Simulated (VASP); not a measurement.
# Sb (Pm-3m) in VASP: further runs

The runs below take Sb through single point, with PBE.

Everything below comes from runs of VASP 6.6.1. Logs are shortened: lines on timing, memory, paths and dates and some standing lists are left out, and cuts for length are marked.

**1. The structure**

The structure is cubic, space group Pm-3m (No. 221). The conventional cell has a = 3.160 Å, b = 3.160 Å, c = 3.160 Å, α = 90.00°, β = 90.00°, γ = 90.00°. Around Sb (site symmetry m-3m) lie 6 Sb at 3.16 Å.

This isn't the form of Sb at room conditions, which is rhombohedral.

**2. Single point, PBE**

Input file INCAR:

```
ALGO = Normal
EDIFF = 1E-6
ENCUT = 520
GGA = PE
ISIF = 2
ISMEAR = -1
LASPH = True
LCHARG = True
LELF = True
LREAL = False
LVHAR = True
LWAVE = False
NBANDS = 8
NELM = 100
PREC = Accurate
SIGMA = 0.08
```

Input file KPOINTS:

```
k-points
0
Gamma
  12 12 12
```

Input file POSCAR:

```
Sb
1.0
    3.1600000000      0.0000000000      0.0000000000
    0.0000000000      3.1600000000      0.0000000000
    0.0000000000      0.0000000000      3.1600000000
Sb
1
Direct
    0.0000000000      0.0000000000      0.0000000000
```

Potentials or basis: VASP PAW PBE potentials, release 64 (Sb).

Started as:

```sh
> cat potpaw_PBE.64/Sb/POTCAR > POTCAR
> mpirun -np 1 vasp_std > vasp.out
```

OUTCAR:

```text
EDIFF = 1E-6
   ENCUT = 520
   GGA = PE
   ISIF = 2
   ISMEAR = -1
   LASPH = True
   LREAL = False
   NELM = 100
   PREC = Accurate

 ion  position               nearest neighbor table
   1  0.000  0.000  0.000-

  LATTYP: Found a simple cubic cell.
 ALAT       =     3.1600000000

  Lattice vectors:

 A1 = (   3.1600000000,   0.0000000000,   0.0000000000)
 A2 = (   0.0000000000,   3.1600000000,   0.0000000000)
 A3 = (   0.0000000000,   0.0000000000,   3.1600000000)

Analysis of symmetry for initial positions (statically):
=====================================================================
 Subroutine PRICEL returns:
 Original cell was already a primitive cell.

 Routine SETGRP: Setting up the symmetry group for a
 simple cubic supercell.

 Subroutine GETGRP returns: Found 48 space group operations
 (whereof 48 operations were pure point group operations)
 out of a pool of 48 trial point group operations.

The static configuration has the point symmetry O_h .

Analysis of symmetry for dynamics (positions and initial velocities):
=====================================================================
 Subroutine PRICEL returns:
 Original cell was already a primitive cell.

 Routine SETGRP: Setting up the symmetry group for a
 simple cubic supercell.

 Subroutine GETGRP returns: Found 48 space group operations
 (whereof 48 operations were pure point group operations)
 out of a pool of 48 trial point group operations.

The dynamic configuration has the point symmetry O_h .

 Subroutine INISYM returns: Found 48 space group operations
 (whereof 48 operations are pure point group operations),
 and found     1 'primitive' translations

----------------------------------------------------------------------------------------

                                     Primitive cell

  volume of cell :      31.5545

  direct lattice vectors                    reciprocal lattice vectors
     3.160000000  0.000000000  0.000000000     0.316455696  0.000000000  0.000000000
     0.000000000  3.160000000  0.000000000     0.000000000  0.316455696  0.000000000
     0.000000000  0.000000000  3.160000000     0.000000000  0.000000000  0.316455696

  length of vectors
     3.160000000  3.160000000  3.160000000     0.316455696  0.316455696  0.316455696

  position of ions in fractional coordinates (direct lattice)
     0.000000000  0.000000000  0.000000000

  ion indices of the primitive-cell ions
   primitive index   ion index
                 1           1

----------------------------------------------------------------------------------------

 KPOINTS: k-points

Automatic generation of k-mesh.
 Grid dimensions read from file:
 generate k-points for:   12   12   12

 Generating k-lattice:

  Cartesian coordinates                     Fractional coordinates (reciprocal lattice)
     0.026371308  0.000000000  0.000000000     0.083333333  0.000000000  0.000000000
     0.000000000  0.026371308  0.000000000     0.000000000  0.083333333  0.000000000
     0.000000000  0.000000000  0.026371308     0.000000000  0.000000000  0.083333333

  Length of vectors
     0.026371308  0.026371308  0.026371308

  Shift w.r.t. Gamma in fractional coordinates (k-lattice)
     0.000000000  0.000000000  0.000000000

 Subroutine IBZKPT returns following result:
 ===========================================

 Found     84 irreducible k-points:

 Following reciprocal coordinates:
            Coordinates               Weight
  0.000000  0.000000  0.000000      1.000000
  0.083333  0.000000  0.000000      6.000000
  0.166667  0.000000  0.000000      6.000000
  0.250000  0.000000  0.000000      6.000000
  0.333333  0.000000  0.000000      6.000000
  0.416667  0.000000  0.000000      6.000000
[... 16 lines left out ...]
  0.333333  0.333333  0.000000     12.000000
  0.416667  0.333333  0.000000     24.000000
 [... further k-points ...]
   k-points           NKPTS =     84   k-points in BZ     NKDIM =     84   number of bands    NBANDS=      8
   number of dos      NEDOS =    301   number of ions     NIONS =      1
   total plane-waves  NPLWV =  13824
   dimension x,y,z NGX =    24 NGY =   24 NGZ =   24
   dimension x,y,z NGXF=    48 NGYF=   48 NGZF=   48
   ions per type =               1
   NGX,Y,Z   is equivalent  to a cutoff of  12.63, 12.63, 12.63 a.u.
   NGXF,Y,Z  is equivalent  to a cutoff of  25.25, 25.25, 25.25 a.u.
 SYSTEM =  unknown system
   PREC   = accura    normal or accurate (medium, high low for compatibility)
   ISTART =      0    job   : 0-new  1-cont  2-samecut
   ICHARG =      2    charge: 1-file 2-atom 10-const
   ISPIN  =      1    spin polarized calculation?
   LNONCOLLINEAR =      F non collinear calculations
   LSORBIT =      F    spin-orbit coupling
   LASPH  =      T    aspherical Exc in radial PAW
   ENCUT  =  520.0 eV  38.22 Ry    6.18 a.u.   5.88  5.88  5.88*2*pi/ulx,y,z
   NELM   =    100;   NELMIN=  2; NELMDL= -5     # of ELM steps
   EDIFF  = 0.1E-05   stopping-criterion for ELM
   LREAL  =      F    real-space projection
   EDIFFG = 0.1E-04   stopping-criterion for IOM
   NSW    =      0    number of steps for IOM
   IBRION =     -1    ionic relax: 0-MD 1-quasi-New 2-CG
   NFREE  =      0    steps in history (QN), initial steepest desc. (CG)
   ISIF   =      2    stress and relaxation
   ISYM   =      2    0-nonsym 1-usesym 2-fastsym
   POTIM  = 0.5000    time-step for ionic-motion
   TEBEG  =    0.0;   TEEND  =   0.0 temperature during run
   PSTRESS=    0.0 pullay stress
   NELECT =       5.0000    total number of electrons
   NUPDOWN=      -1.0000    fix difference up-down
   EMIN   =  10.00;   EMAX   =-10.00  energy-range for DOS
   EFERMI =   0.00;   METHOD = LEGACY
   ISMEAR =    -1;   SIGMA  =   0.08  broadening in eV -4-tet -1-fermi 0-gaus
   EFERMI_NEDOS =   21; number of points for ismear=-14 and -15
   IALGO  =     38    algorithm
   IMIX   =      4    mixing-type and parameters
     AMIX     =   0.40;   BMIX     =  1.00
     AMIX_MAG =   1.60;   BMIX_MAG =  1.00
  volume/ion in A,a.u.               =      31.55       212.94
  Fermi-wavevector in a.u.,A,eV,Ry     =   0.885886  1.674081 10.677766  0.784794
  Thomas-Fermi vector in A             =   2.006979
   LORBIT       =      0    0 simple, 1 ext, 2 COOP (PROOUT), +10 PAW based schemes
   GGA     = PE    functional components
   LHFCALC =     F    Hartree Fock is set to
   AEXX    =    0.0000 exact exchange contribution
   IVDW    =     0    specifies the selected vdW correction
   LEPSILON=     F    determine dielectric tensor
   LRPA    =     F    only Hartree local field effects (RPA)
 non-spin polarized calculation
  energy-cutoff  :      520.00
  volume of cell :       31.55
 maximum number of plane-waves:       876
 NGX is ok and might be reduce to    24
   NGX = 11   NGY = 11   NGZ = 11

 number of electron       5.0000001 magnetization

 Free energy of the ion-electron system (eV)
  ---------------------------------------------------
  ext. energy  EPLUGINS =         0.00000000
  ---------------------------------------------------
  free energy    TOTEN  =        -4.07527156 eV

  energy without entropy =       -4.05949904  energy(sigma->0) =       -4.06738530

 E-fermi :   6.5146     XC(G=0):  -9.3866

 val. band max:        6.5050708554   @ k =   0.1667   0.0000   0.0000
 cond. band min:       6.5477693572   @ k =   0.4167   0.4167   0.3333
 fundamental gap:      0.0426985018
 Fermi energy:         6.5146364696

 k-point     1 :       0.0000    0.0000    0.0000
  band No.  band energies     occupation
      1      -5.5224      2.00000
      2       9.5697      0.00000
      3       9.5697      0.00000
      4       9.5697      0.00000
      5      13.3136      0.00000
      6      13.3136      0.00000
      7      14.3701      0.00000
      8      23.7619      0.00000

 k-point     2 :       0.0833    0.0000    0.0000
  band No.  band energies     occupation
      1      -5.4277      2.00000
      2       8.4388      0.00000
      3       9.6615      0.00000
      4       9.6615      0.00000
      5      13.3911      0.00000
      6      13.8975      0.00000
      7      15.1391      0.00000
      8      22.8827      0.00000

 k-point     3 :       0.1667    0.0000    0.0000
  band No.  band energies     occupation
      1      -5.1479      2.00000
      2       6.5051      1.05971
      3       9.9269      0.00000
      4       9.9269      0.00000
      5      13.6217      0.00000
      6      14.2950      0.00000
      7      17.3174      0.00000
      8      21.4791      0.00000

 k-point     4 :       0.2500    0.0000    0.0000
  band No.  band energies     occupation
      1      -4.7002      2.00000
      2       4.6102      2.00000
      3      10.3324      0.00000
      4      10.3324      0.00000
      5      13.9967      0.00000
      6      14.7526      0.00000
      7      19.6006      0.00000
      8      20.0997      0.00000

 k-point     5 :       0.3333    0.0000    0.0000
  band No.  band energies     occupation
      1      -4.1314      2.00000
      2       2.9610      2.00000
      3      10.8078      0.00000
      4      10.8078      0.00000
      5      14.4900      0.00000
      6      15.3724      0.00000
      7      18.9001      0.00000
      8      18.9001      0.00000

 k-point     6 :       0.4167    0.0000    0.0000
  band No.  band energies     occupation
      1      -3.5689      2.00000
      2       1.7362      2.00000
      3      11.2239      0.00000
      4      11.2239      0.00000
      5      15.0152      0.00000
      6      16.1634      0.00000
      7      18.0402      0.00000
      8      18.0402      0.00000

 k-point     7 :       0.5000    0.0000    0.0000
  band No.  band energies     occupation
      1      -3.3035      2.00000
      2       1.2480      2.00000
      3      11.3974      0.00000
      4      11.3974      0.00000
      5      15.2910      0.00000
      6      16.8930      0.00000
      7      17.5461      0.00000
      8      17.7174      0.00000

 k-point     8 :       0.0833    0.0833    0.0000
  band No.  band energies     occupation
      1      -5.3330      2.00000
      2       8.4672      0.00000
      3       8.5966      0.00000
      4       9.7533      0.00000
      5      13.6964      0.00000
      6      14.6983      0.00000
      7      15.4487      0.00000
      8      21.7576      0.00000

 k-point     9 :       0.1667    0.0833    0.0000
  band No.  band energies     occupation
      1      -5.0532      2.00000
      2       6.5950      0.53589
      3       8.8044      0.00000
      4      10.0190      0.00000
      5      13.9675      0.00000
      6      15.2532      0.00000
      7      17.3569      0.00000
      8      20.2032      0.00000

 k-point    10 :       0.2500    0.0833    0.0000
  band No.  band energies     occupation
      1      -4.6053      2.00000
      2       4.7014      2.00000
      3       9.2196      0.00000
      4      10.4248      0.00000
      5      14.3655      0.00000
      6      15.6133      0.00000
      7      18.4485      0.00000
      8      19.9349      0.00000
[... 78 lines left out ...]
 k-point    18 :       0.5000    0.1667    0.0000
  band No.  band energies     occupation
      1      -2.9223      2.00000
      2       1.6024      2.00000
      3       8.5178      0.00000
      4      11.7607      0.00000
      5      13.4260      0.00000
      6      16.4162      0.00000
      7      17.8068      0.00000
      8      18.0111      0.00000

 k-point    19 :       0.2500    0.2500    0.0000
  band No.  band energies     occupation
      1      -3.8748      2.00000
      2       5.2268      2.00000
      3       5.5737      1.99998
      4      11.0998      0.00000
      5      14.3912      0.00000
      6      15.3651      0.00000
      7      20.0756      0.00000
      8      20.5824      0.00000

 k-point    20 :       0.3333    0.2500    0.0000
  band No.  band energies     occupation
      1      -3.3018      2.00000
      2       3.7315      2.00000
      3       5.9349      1.99858
      4      11.5777      0.00000
      5      13.1140      0.00000
      6      15.7853      0.00000
      7      19.5205      0.00000
      8      19.9155      0.00000

 k-point    21 :       0.4167    0.2500    0.0000
  band No.  band energies     occupation
      1      -2.7325      2.00000
      2       2.5050      2.00000
      3       6.4138      1.55806
      4      11.9960      0.00000
      5      12.0939      0.00000
      6      16.4438      0.00000
      7      18.6817      0.00000
      8      18.8597      0.00000

 k-point    22 :       0.5000    0.2500    0.0000
  band No.  band energies     occupation
      1      -2.4624      2.00000
      2       2.0128      2.00000
      3       6.6281      0.38984
      4      11.6958      0.00000
      5      12.1705      0.00000
      6      16.9136      0.00000
      7      18.2324      0.00000
      8      18.3655      0.00000

 k-point    23 :       0.3333    0.3333    0.0000
  band No.  band energies     occupation
      1      -2.7234      2.00000
      2       4.0912      2.00000
      3       4.4280      2.00000
      4      11.6849      0.00000
      5      12.0558      0.00000
      6      16.3390      0.00000
      7      19.8416      0.00000
      8      20.0770      0.00000

 k-point    24 :       0.4167    0.3333    0.0000
  band No.  band energies     occupation
      1      -2.1452      2.00000
      2       3.0040      2.00000
      3       4.7469      2.00000
      4      10.6462      0.00000
      5      12.4731      0.00000
      6      17.0176      0.00000
      7      19.1298      0.00000
      8      19.4068      0.00000

 [... further k-points ...]

------------------------ aborting loop because EDIFF is reached ----------------------------------------

  FORCE on cell =-STRESS in cart. coord.  units (eV):
  Direction    XX          YY          ZZ          XY          YZ          ZX
  --------------------------------------------------------------------------------------
  -------------------------------------------------------------------------------------
  Total       -0.4443117     -0.4443117     -0.4443117      0.0000000     -0.0000000      0.0000000
  in kB      -22.5598961    -22.5598961    -22.5598961      0.0000000     -0.0000000      0.0000000
  external PRESSURE =     -22.5598961 kB  Pullay stress =       0.0000000 kB

 VOLUME and BASIS-vectors are now :
 -----------------------------------------------------------------------------
  energy-cutoff  :      520.00
  volume of cell :       31.55
      direct lattice vectors                 reciprocal lattice vectors
     3.160000000  0.000000000  0.000000000     0.316455696  0.000000000  0.000000000
     0.000000000  3.160000000  0.000000000     0.000000000  0.316455696  0.000000000
     0.000000000  0.000000000  3.160000000     0.000000000  0.000000000  0.316455696

 POSITION                                       TOTAL-FORCE (eV/Angst)
 -----------------------------------------------------------------------------------
      0.00000      0.00000      0.00000         0.000000      0.000000      0.000000
 -----------------------------------------------------------------------------------
    total drift:                               -0.000000      0.000000      0.000000

  FREE ENERGIE OF THE ION-ELECTRON SYSTEM (eV)
  ---------------------------------------------------
  free  energy   TOTEN  =        -4.0752715630 eV

  energy  without entropy=       -4.0594990440  energy(sigma->0) =       -4.06738530
```

It took 6.3 s on 1 thread of Intel Xeon Platinum 8488C (Sapphire Rapids), shared host; peak memory 0.14 GiB.

Results:

```yaml
Free_energy: -4.0753 eV
Pressure: -2.3 GPa
Band_gap_on_the_k_mesh: none (metal or under the smearing width)
```

Spin-orbit coupling is left out, which matters for the levels of Sb.

(Part 1 of 2 ends here.)
